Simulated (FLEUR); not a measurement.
# CdTe under changes of volume

One of the cells (32.922 Å³/atom); the others are scaled copies at fixed shape and fractional positions:

```
Te Cd
1.0
     0.00000    3.20500    3.20500
     3.20500    0.00000    3.20500
     3.20500    3.20500    0.00000
Te Cd
1 1
Cartesian
  4.8075 4.8075 4.8075
  0.0000 0.0000 0.0000
```

| Quantity | Value |
| --- | --- |
| Program | FLEUR MaX-R8.1 (later development tree) |
| Functional | LDA (Wigner correlation) |
| Potentials or basis | all-electron |
| Basis | FLAPW |
| Kmax | 3.8 1/bohr |
| k mesh | 7 × 7 × 7 |
| Occupations | fermi-dirac, width 0.05 eV |
| Spin | no spin polarisation |

```csv
volume (Å³/atom),energy over the lowest point (meV/atom),gap on the mesh (eV)
30.947,40.64,0.75
31.605,24.11,0.68
32.922,?,?
34.239,0.00,0.45
34.897,3.65,0.39
```

Question: What does the run at 32.922 Å³/atom give?

Answer: Energy over the lowest point 3.87 meV/atom; gap on the mesh 0.56 eV.

Worked out: A Birch-Murnaghan fit of order 2 (a polynomial in V^(-2/3)) to the other rows has its minimum at 33.92 Å³/atom with B0 = V·E''(V) = 43 GPa. It gives 4.08 meV/atom at 32.922 Å³/atom, against the run's 3.87. A straight line through the other rows of the gap, of slope -2.96 eV per unit of ln V (its deformation potential), gives 0.56 eV, against the run's 0.56.

Energies are extrapolated to zero smearing.

Caveats: the plane-wave cutoff is short for the semicore states, which can make moduli rough; spin-orbit coupling is left out, which moves the levels of the heavy elements.
